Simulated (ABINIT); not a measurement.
# PbO2 (Fm-3m) in ABINIT: convergence with k mesh

Aim: find how far k mesh must go before the results for PbO2 settle, at BLYP. This setting moves, with any that are tied to it; all else stays.

Program: ABINIT 10.8.3 (patched build). These are calculated values, not measurements. Logs are shortened: lines on timing, memory, paths and dates and some standing lists are left out, and cuts for length are marked. The log counts tension as positive stress, the text compression.

## (1) The crystal as given

The structure is cubic, space group Fm-3m (No. 225). The conventional cell has a = 5.404 Å, b = 5.404 Å, c = 5.404 Å, α = 90.00°, β = 90.00°, γ = 90.00°. Pb (site symmetry m-3m) has 8 O at 2.34 Å as nearest neighbours. O (site symmetry -43m) has 4 Pb at 2.34 Å as nearest neighbours.

The cell comes from a database or a generator and needn't be the stable form of this composition.

## (2) With k mesh 2 × 2 × 2

Input file run.abi:

```
# Pseudopotentials
pp_dirpath "./"
pseudos "Pb.upf, O.upf"

# Structure
acell 3.8211937318 3.8211937318 3.8211937318 Angstrom
rprim
     0.0000000000     0.7071067812     0.7071067812
     0.7071067812     0.0000000000     0.7071067812
     0.7071067812     0.7071067812     0.0000000000
ntypat 2
znucl 82 8
natom 3
typat 1 2 2
xred
     0.0000000000     0.0000000000     0.0000000000
     0.7500000000     0.7500000000     0.7500000000
     0.2500000000     0.2500000000     0.2500000000

# Plane-wave basis
ecut 46.0

# k points
kptopt 1
ngkpt 2 2 2
nshiftk 1
shiftk 0.0 0.0 0.0

# Exchange and correlation
ixc -106131

# Bands and occupations
nband 21
occopt 7
tsmear 0.00367493

# SCF cycle
nstep 100
tolvrs 1.0e-10

# Output
iomode 3
prtwf 0
prtden 0
prteig 0
prtebands 0
enunit 1
prtvol 2
```

Potentials or basis: PseudoDojo NC SR PBE v0.4 stringent.

Command:

```console
$ abinit run.abi > log 2>&1
```

run.abo:

```text
.Version 10.8.3 of ABINIT
 Symmetries : space group Fm -3 m (#225); Bravais cF (face-center cubic)
================================================================================
 Values of the parameters that define the memory need of the present run
     intxc =       0    ionmov =       0      iscf =       7    lmnmax =       7
     lnmax =       7     mgfft =      48  mpssoang =       4    mqgrid =    3001
     natom =       3  nloc_mem =       1    nspden =       1   nspinor =       1
    nsppol =       1      nsym =      48    n1xccc =    2501    ntypat =       2
    occopt =       7   xclevel =       2
       mpw =        1998          nfft =      110592          nkpt =           3
================================================================================
================================================================================

--------------------------------------------------------------------------------
------------- Echo of variables that govern the present computation ------------
--------------------------------------------------------------------------------
 -outvars: echo values of preprocessed input variables --------
            acell      7.2210096271E+00  7.2210096271E+00  7.2210096271E+00 Bohr
              amu      2.07200000E+02  1.59994000E+01
             ecut      4.60000000E+01 Hartree
           enunit           1
              ixc     -106131
         kptrlatt        2    0    0      0    2    0      0    0    2
          kptrlen      1.44420193E+01
            natom           3
            nband          21
            ngfft          48      48      48
             nkpt           3
            nstep         100
             nsym          48
           ntypat           2
           occopt           7
           prtden           0
        prtebands           0
           prteig           0
           prtvol           2
            prtwf           0
            rprim      0.0000000000E+00  7.0710678120E-01  7.0710678120E-01
[... 174 lines left out ...]
   7.71813    9.53315   14.20437   17.51450   18.71604
 Total charge density [el/Bohr^3]
)     Maximum=    2.2555E+00  at reduced coord.    0.1042    0.9167    0.9792
)Next maximum=    2.2555E+00  at reduced coord.    0.0000    0.9167    0.9792
)     Minimum=    1.3102E-03  at reduced coord.    0.5000    0.5000    0.5000
)Next minimum=    1.3332E-03  at reduced coord.    0.5000    0.5000    0.4792
   Integrated=    3.4000E+01

--- !EnergyTerms
iteration_state     : {dtset: 1, }
comment             : Components of total free energy in Hartree
kinetic             :  8.14529443708571E+01
hartree             :  6.11791105247153E+01
xc                  : -4.22080374228997E+01
Ewald energy        : -1.49385595845442E+02
psp_core            :  5.05170654821956E+00
local_psp           : -2.07245081312473E+02
non_local_psp       :  8.51757698337174E+00
internal            : -2.42637376153651E+02
'-kT*entropy'       : -9.98781186817414E-04
total_energy        : -2.42638374934838E+02
total_energy_eV     : -6.60252653844903E+03
band_energy         : -2.72936461464562E+01
...

 Cartesian components of stress tensor (hartree/bohr^3)
  sigma(1 1)= -3.21266949E-04  sigma(3 2)=  0.00000000E+00
  sigma(2 2)= -3.21266949E-04  sigma(3 1)=  0.00000000E+00
  sigma(3 3)= -3.21266949E-04  sigma(2 1)=  0.00000000E+00

-Cartesian components of stress tensor (GPa)         [Pressure=  9.4520E+00 GPa]
- sigma(1 1)= -9.45199998E+00  sigma(3 2)=  0.00000000E+00
- sigma(2 2)= -9.45199998E+00  sigma(3 1)=  0.00000000E+00
- sigma(3 3)= -9.45199998E+00  sigma(2 1)=  0.00000000E+00

== END DATASET(S) ==============================================================
================================================================================

 -outvars: echo values of variables after computation  --------
            acell      7.2210096271E+00  7.2210096271E+00  7.2210096271E+00 Bohr
           etotal     -2.4263837493E+02
            fcart      1.4062577912E-28 -7.4735918097E-45 -1.4062577912E-28
                       2.4609511346E-28 -1.0546933434E-28 -4.5703378214E-28
                      -3.8672089258E-28  1.0546933434E-28  5.9765956126E-28
            rprim      0.0000000000E+00  7.0710678120E-01  7.0710678120E-01
                       7.0710678120E-01  0.0000000000E+00  7.0710678120E-01
                       7.0710678120E-01  7.0710678120E-01  0.0000000000E+00
           strten     -3.2126694941E-04 -3.2126694941E-04 -3.2126694941E-04
                       0.0000000000E+00  0.0000000000E+00  0.0000000000E+00
           xangst      0.0000000000E+00  0.0000000000E+00  0.0000000000E+00
                       4.0529880001E+00  4.0529880001E+00  4.0529880001E+00
                       1.3509960000E+00  1.3509960000E+00  1.3509960000E+00
             xred      0.0000000000E+00  0.0000000000E+00  0.0000000000E+00
                       7.5000000000E-01  7.5000000000E-01  7.5000000000E-01
                       2.5000000000E-01  2.5000000000E-01  2.5000000000E-01
 Calculation completed.
```

It took 6.2 s on 1 thread of Arm Neoverse V2, shared host; peak memory 0.09 GiB.

What came out:

```yaml
Free_energy: -6602.5265 eV
Pressure: 9.5 GPa
Band_gap_on_the_k_mesh: none (metal or under the smearing width)
Valence_electrons_inside_the_program's_atomic_spheres: Pb 17.90; O 6.06
```

## (3) With k mesh 3 × 3 × 3

Edit run.abi of step 2 so:

```diff
@@ -24,3 +24,3 @@
 kptopt 1
-ngkpt 2 2 2
+ngkpt 3 3 3
 nshiftk 1
```

Potentials or basis: PseudoDojo NC SR PBE v0.4 stringent.

Command:

```console
$ abinit run.abi > log 2>&1
```

Run time: 12 s. Hardware: 1 thread of Arm Neoverse V2, shared host; peak memory 0.09 GiB.

The run converged. Its results:

| Item | Value |
| --- | --- |
| Free energy | -6602.5673 eV |
| Pressure | 6.7 GPa |
| Band gap on the k mesh | none (metal or under the smearing width) |
| Valence electrons inside the program's atomic spheres | Pb 17.89; O 6.06 |

## (4) With k mesh 4 × 4 × 4

Edit run.abi of step 3 so:

```diff
@@ -24,3 +24,3 @@
 kptopt 1
-ngkpt 3 3 3
+ngkpt 4 4 4
 nshiftk 1
```

Command:

```console
$ abinit run.abi > log 2>&1
```

It took 22 s on 1 thread of Arm Neoverse V2, shared host; peak memory 0.09 GiB.

It converged, with:

```
Free energy                                           : -6602.5757 eV
Pressure                                              : 6.2 GPa
Band gap on the k mesh                                : none (metal or under the smearing width)
Valence electrons inside the program's atomic spheres : Pb 17.89; O 6.06
```

## (5) With k mesh 5 × 5 × 5

Edit run.abi of step 4 so:

```diff
@@ -24,3 +24,3 @@
 kptopt 1
-ngkpt 4 4 4
+ngkpt 5 5 5
 nshiftk 1
```

Command:

```console
$ abinit run.abi > log 2>&1
```

Wall time 28 s (1 thread of Arm Neoverse V2, shared host); peak memory 0.1 GiB.

It converged, with:

```yaml
Free_energy: -6602.5643 eV
Pressure: 6.2 GPa
Band_gap_on_the_k_mesh: none (metal or under the smearing width)
Valence_electrons_inside_the_program's_atomic_spheres: Pb 17.88; O 6.06
```

## (6) With k mesh 7 × 7 × 7

Edit run.abi of step 5 so:

```diff
@@ -24,3 +24,3 @@
 kptopt 1
-ngkpt 5 5 5
+ngkpt 7 7 7
 nshiftk 1
@@ -47,2 +47 @@
 enunit 1
-prtvol 2
```

Potentials or basis: PseudoDojo NC SR PBE v0.4 stringent.

Command:

```console
$ abinit run.abi > log 2>&1
```

It took 56 s on 1 thread of Arm Neoverse V2, shared host; peak memory 0.11 GiB.

Results (log left out):

- Free energy: -6602.5579 eV
- Pressure: 6.4 GPa
- Band gap on the k mesh: none (metal or under the smearing width)
- Valence electrons inside the program's atomic spheres: Pb 17.89; O 6.06

## (7) With k mesh 8 × 8 × 8

Edit run.abi of step 6 so:

```diff
@@ -24,3 +24,3 @@
 kptopt 1
-ngkpt 7 7 7
+ngkpt 8 8 8
 nshiftk 1
```

Command:

```console
$ abinit run.abi > log 2>&1
```

Run time: 84 s. Hardware: 1 thread of Arm Neoverse V2, shared host; peak memory 0.12 GiB.

It converged, with:

```yaml
Free_energy: -6602.5614 eV
Pressure: 6.7 GPa
Band_gap_on_the_k_mesh: none (metal or under the smearing width)
Valence_electrons_inside_the_program's_atomic_spheres: Pb 17.89; O 6.06
```

## (8) With k mesh 9 × 9 × 9

Edit run.abi of step 7 so:

```diff
@@ -24,3 +24,3 @@
 kptopt 1
-ngkpt 8 8 8
+ngkpt 9 9 9
 nshiftk 1
```

Command:

```console
$ abinit run.abi > log 2>&1
```

Run time: 92 s. Hardware: 1 thread of Arm Neoverse V2, shared host; peak memory 0.13 GiB.

It converged, with:

- Free energy: -6602.5645 eV
- Pressure: 6.6 GPa
- Band gap on the k mesh: none (metal or under the smearing width)
- Valence electrons inside the program's atomic spheres: Pb 17.89; O 6.06

## (9) With k mesh 11 × 11 × 11

Edit run.abi of step 8 so:

```diff
@@ -24,3 +24,3 @@
 kptopt 1
-ngkpt 9 9 9
+ngkpt 11 11 11
 nshiftk 1
```

Potentials or basis: PseudoDojo NC SR PBE v0.4 stringent.

Command:

```console
$ abinit run.abi > log 2>&1
```

Wall time 2.4 min (1 thread of Arm Neoverse V2, shared host); peak memory 0.16 GiB.

Results (log left out):

* Free energy: -6602.5639 eV
* Pressure: 6.4 GPa
* Band gap on the k mesh: none (metal or under the smearing width)
* Valence electrons inside the program's atomic spheres: Pb 17.89; O 6.06

## (10) With k mesh 14 × 14 × 14

Edit run.abi of step 9 so:

```diff
@@ -24,3 +24,3 @@
 kptopt 1
-ngkpt 11 11 11
+ngkpt 14 14 14
 nshiftk 1
```

Command:

```console
$ abinit run.abi > log 2>&1
```

Run time: 4.5 min. Hardware: 1 thread of Arm Neoverse V2, shared host; peak memory 0.22 GiB.

The run converged. Its results:

| Item | Value |
| --- | --- |
| Free energy | -6602.5630 eV |
| Pressure | 6.5 GPa |
| Band gap on the k mesh | none (metal or under the smearing width) |
| Valence electrons inside the program's atomic spheres | Pb 17.89; O 6.06 |

## (11) Summary

| k mesh | energy less the tightest run, at zero smearing (meV/atom) | pressure (GPa) | SCF cycles | CPU time (s) | peak memory (GiB) |
| --- | --- | --- | --- | --- | --- |
| 2 × 2 × 2 | 16.08 | 9.45 | 10 | 6.2 | 0.09 |
| 3 × 3 × 3 | -0.37 | 6.68 | 10 | 12 | 0.09 |
| 4 × 4 × 4 | -4.29 | 6.22 | 11 | 22 | 0.09 |
| 5 × 5 × 5 | -0.61 | 6.22 | 10 | 28 | 0.1 |
| 7 × 7 × 7 | 1.64 | 6.38 | 10 | 56 | 0.11 |
| 8 × 8 × 8 | 0.59 | 6.66 | 11 | 84 | 0.12 |
| 9 × 9 × 9 | -0.43 | 6.58 | 10 | 92 | 0.13 |
| 11 × 11 × 11 | -0.51 | 6.39 | 10 | 150 | 0.16 |
| 14 × 14 × 14 | 0.00 | 6.50 | 10 | 270 | 0.22 |

Against the tightest run, the energy stays within 1 meV/atom from 8 × 8 × 8 on. Not settled before the last step: the pressure (to 0.1 GPa). Meshes of other sizes hit other points, so gaps and Fermi surfaces needn't settle smoothly. The tightest run that finished is the yardstick and may itself not be fully converged.

Caveats: the potentials were made for another functional, which shifts forces and pressure.
